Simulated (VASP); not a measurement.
# Ba: single point with PBEsol

The system is Ba.

```xyz
4
Lattice="-4.1312 4.1312 3.8368 4.1312 -4.1312 3.8368 4.1312 4.1312 -3.8368" Properties=species:S:1:pos:R:3 pbc="T T T"
Ba    2.6286   -1.5026    3.8368
Ba    1.5026    5.6338    0.0000
Ba    2.6286    1.5026    0.0000
Ba    1.5026    2.6286    3.8368
```

This isn't the form of Ba at room conditions, which is bcc.

- Program: VASP 6.6.1
- Task: single point
- Functional: PBEsol
- Potentials or basis: VASP PAW PBE potentials, release 64 (Ba_sv_GW)
- Cutoff: 550 eV
- k mesh: 5 × 5 × 5
- Occupations: gaussian, width 0.1 eV
- Spin: no spin polarisation
- Further INCAR settings: ALGO = Fast; EDIFF = 1.00e-06; NBANDS = 28

| Item | Value |
| --- | --- |
| Pressure | -0.8 GPa |
| Largest force | 0.118 eV/Å |
| Band gap on the k mesh | none (metal or under the smearing width) |

Forces on the atoms (eV/Å):
```
Ba   0.084  0.084  0.000
Ba  -0.084 -0.084  0.000
Ba   0.084 -0.084  0.000
Ba  -0.084  0.084  0.000
```

Stress tensor (GPa, compression positive):
```
-0.76  0.00  0.00
 0.00 -0.76  0.00
 0.00  0.00 -0.90
```

Levels at points of the mesh, in eV from the Fermi level:
| k point | band 18 | band 19 | band 20 | band 21 | band 22 | band 23 |
| --- | --- | --- | --- | --- | --- | --- |
| (0.00, 0.00, 0.00) | -0.48 | -0.44 | -0.22 | 0.24 | 0.24 | 0.87 |

Run time: 6.4 min on 1 thread of Intel(R) Xeon(R) Platinum 8488C (Sapphire Rapids) (shared host), peak memory 0.48 GiB.

Caveat: the PAW data sets were made with another functional, which shifts forces and pressure a little. Spin-orbit coupling is left out, which matters for the levels of Ba.
